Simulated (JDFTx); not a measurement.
Set up this calculation in JDFTx 1.7.0 (patched build), as the native input.

```yaml
Task: band structure
Functional: PBE
Potentials_or_basis: PseudoDojo-SR-PBE-0.5-standard with smoothed tails
Cutoff: 1143 eV
Density_cutoff: 9143 eV
k_mesh: 10 × 10 × 8
Occupations: fermi-dirac, width 0.05 eV
Spin: no spin polarisation
Band_ratio_of_the_Davidson_solver: 1.3
Local_potential_set_to_-Z/r_beyond: 6 bohr
Density_cutoff_over_wavefunction_cutoff: 8
Max_SCF_steps: 30
SCF_threshold_on_the_energy: 1e-06 Ha
Solver_of_the_electrons: minimize
Further_solve_for_the_empty_bands: no
Start: density of an earlier self-consistent run, held fixed
Path: G-M-K-G-A-L-H-A-L-M-K-H
```

The system is TiB2.

```
Ti B
1.0
     3.02920    0.00000    0.00000
    -1.51460    2.62336    0.00000
     0.00000    0.00000    3.22840
Ti B
1 2
Direct
  0.00000 0.00000 0.00000
  0.66667 0.33333 0.50000
  0.33333 0.66667 0.50000
```

One way to write it, as run:

bands.in

```
lattice \
    5.7243583767    -2.8621791884     0.0000000000 \
    0.0000000000     4.9574397745     0.0000000000 \
    0.0000000000     0.0000000000     6.1007918207
coords-type Cartesian
ion Ti     0.0000000000     0.0000000000     0.0000000000 1
ion B      2.8621791886     1.6524799247     3.0503959104 1
ion B     -0.0000000003     3.3049598498     3.0503959104 1

ion-species pseudo/Ti.upf
ion-species pseudo/B.upf
elec-cutoff 42 336
elec-ex-corr gga-PBE
elec-smearing Fermi 0.0018374661
elec-n-bands 15
electronic-minimize nIterations 30 energyDiffThreshold 1e-06
davidson-band-ratio 1.3
forces-output-coords Cartesian
include path.kpoints
symmetries none
fix-electron-density run.$VAR

dump-name bands.$VAR
dump End Ecomponents EigStats BandEigs Kpoints Forces
```

path.kpoints

```
kpoint +0.0000000000 +0.0000000000 +0.0000000000 0.020000000000
kpoint +0.1000000000 +0.0000000000 +0.0000000000 0.020000000000
kpoint +0.2000000000 +0.0000000000 +0.0000000000 0.020000000000
kpoint +0.3000000000 +0.0000000000 +0.0000000000 0.020000000000
kpoint +0.4000000000 +0.0000000000 +0.0000000000 0.020000000000
kpoint +0.5000000000 +0.0000000000 +0.0000000000 0.020000000000
kpoint +0.4444444444 +0.1111111111 +0.0000000000 0.020000000000
kpoint +0.3888888889 +0.2222222222 +0.0000000000 0.020000000000
kpoint +0.3333333333 +0.3333333333 +0.0000000000 0.020000000000
kpoint +0.2857142857 +0.2857142857 +0.0000000000 0.020000000000
kpoint +0.2380952381 +0.2380952381 +0.0000000000 0.020000000000
kpoint +0.1904761905 +0.1904761905 +0.0000000000 0.020000000000
kpoint +0.1428571429 +0.1428571429 +0.0000000000 0.020000000000
kpoint +0.0952380952 +0.0952380952 +0.0000000000 0.020000000000
kpoint +0.0476190476 +0.0476190476 +0.0000000000 0.020000000000
kpoint +0.0000000000 +0.0000000000 +0.0000000000 0.020000000000
kpoint +0.0000000000 +0.0000000000 +0.1000000000 0.020000000000
kpoint +0.0000000000 +0.0000000000 +0.2000000000 0.020000000000
kpoint +0.0000000000 +0.0000000000 +0.3000000000 0.020000000000
kpoint +0.0000000000 +0.0000000000 +0.4000000000 0.020000000000
kpoint +0.0000000000 +0.0000000000 +0.5000000000 0.020000000000
kpoint +0.0833333333 +0.0000000000 +0.5000000000 0.020000000000
kpoint +0.1666666667 +0.0000000000 +0.5000000000 0.020000000000
kpoint +0.2500000000 +0.0000000000 +0.5000000000 0.020000000000
kpoint +0.3333333333 +0.0000000000 +0.5000000000 0.020000000000
kpoint +0.4166666667 +0.0000000000 +0.5000000000 0.020000000000
kpoint +0.5000000000 +0.0000000000 +0.5000000000 0.020000000000
kpoint +0.4444444444 +0.1111111111 +0.5000000000 0.020000000000
kpoint +0.3888888889 +0.2222222222 +0.5000000000 0.020000000000
kpoint +0.3333333333 +0.3333333333 +0.5000000000 0.020000000000
kpoint +0.2916666667 +0.2916666667 +0.5000000000 0.020000000000
kpoint +0.2500000000 +0.2500000000 +0.5000000000 0.020000000000
kpoint +0.2083333333 +0.2083333333 +0.5000000000 0.020000000000
kpoint +0.1666666667 +0.1666666667 +0.5000000000 0.020000000000
kpoint +0.1250000000 +0.1250000000 +0.5000000000 0.020000000000
kpoint +0.0833333333 +0.0833333333 +0.5000000000 0.020000000000
kpoint +0.0416666667 +0.0416666667 +0.5000000000 0.020000000000
kpoint +0.0000000000 +0.0000000000 +0.5000000000 0.020000000000
kpoint +0.5000000000 +0.0000000000 +0.5000000000 0.020000000000
kpoint +0.5000000000 +0.0000000000 +0.4000000000 0.020000000000
kpoint +0.5000000000 +0.0000000000 +0.3000000000 0.020000000000
kpoint +0.5000000000 +0.0000000000 +0.2000000000 0.020000000000
kpoint +0.5000000000 +0.0000000000 +0.1000000000 0.020000000000
kpoint +0.5000000000 +0.0000000000 +0.0000000000 0.020000000000
kpoint +0.3333333333 +0.3333333333 +0.0000000000 0.020000000000
kpoint +0.3333333333 +0.3333333333 +0.1000000000 0.020000000000
kpoint +0.3333333333 +0.3333333333 +0.2000000000 0.020000000000
kpoint +0.3333333333 +0.3333333333 +0.3000000000 0.020000000000
kpoint +0.3333333333 +0.3333333333 +0.4000000000 0.020000000000
kpoint +0.3333333333 +0.3333333333 +0.5000000000 0.020000000000
```

Potentials or basis: PseudoDojo-SR-PBE-0.5-standard with smoothed tails.

The run is started by

```sh
$ jdftx -c 1 -i bands.in -o bands.out
```

Results of the run:

```yaml
Band_gap_along_the_path: none (metal or under the smearing width)
```

It took 10 s on 1 thread of Intel(R) Xeon(R) 6975P-C (Granite Rapids) (shared host), peak memory 0.09 GiB.
